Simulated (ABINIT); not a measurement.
Runs of ABINIT 10.8.3 (patched build) on SnSe2. The structure is trigonal, space group P-3m1 (No. 164). Conventional cell: a = 3.811 Å, b = 3.811 Å, c = 6.136 Å, α = 90.00°, β = 90.00°, γ = 120.00°. Sn (site symmetry -3m) is surrounded by 6 Se at 2.68 Å. Se (site symmetry 3m) is surrounded by 3 Sn at 2.68 Å. 

| task | level | potentials or basis | k mesh | cutoff (eV) | smearing | cutoff of the screening (Ha) | bands in the sums | wave-function cutoff in the screening (Ha) | frequency treatment | imaginary frequencies | mesh quality | gap on the mesh (eV) | pressure (GPa) | largest force (eV/Å) |
| --- | --- | --- | --- | --- | --- | --- | --- | --- | --- | --- | --- | --- | --- | --- |
| single point | LDA | PseudoDojo NC SR LDA v0.4.1 standard | 6 × 6 × 4 | 1088 | fermi-dirac 0.05 eV | - | - | - | - | - | not flagged | 0.66 | 0.8 | 0.49 |
| single point | LDA | PseudoDojo NC SR LDA v0.4 stringent | 6 × 6 × 4 | 1306 | fermi-dirac 0.05 eV | - | - | - | - | - | not flagged | (a) | -0.6 | 0.49 |
| single point | PBEsol | PseudoDojo NC SR PBEsol v0.4.1 standard | 6 × 6 × 4 | 1061 | fermi-dirac 0.05 eV | - | - | - | - | - | not flagged | 0.72 | 2.4 | (b) |
| optical spectrum | PBEsol | PseudoDojo NC SR PBEsol v0.4.1 standard | 8 × 8 × 6, shifted | 1061 | fixed | - | 31 | - | - | - | not flagged | - | 2.4 | 0.63 |

Alike in all rows: no spin polarisation; cell as given.

Task: Estimate the missing entries.

Result: (a) 0.69; (b) 0.62.

Caveats: spin-orbit coupling is left out, which moves the levels of the heavy elements (some runs); this functional lacks dispersion, which binds the layers, so the pressure and a relaxed spacing across them are unreliable (some runs); spectra need much finer meshes, so this one isn't converged (some runs); independent-particle spectra lack excitons (some runs).

A k mesh can miss the band edges, and the runs leave out spin-orbit coupling on Se, Sn.

The runs don't all hold the same shells in valence.

Runs at the PBE level aren't shown here.
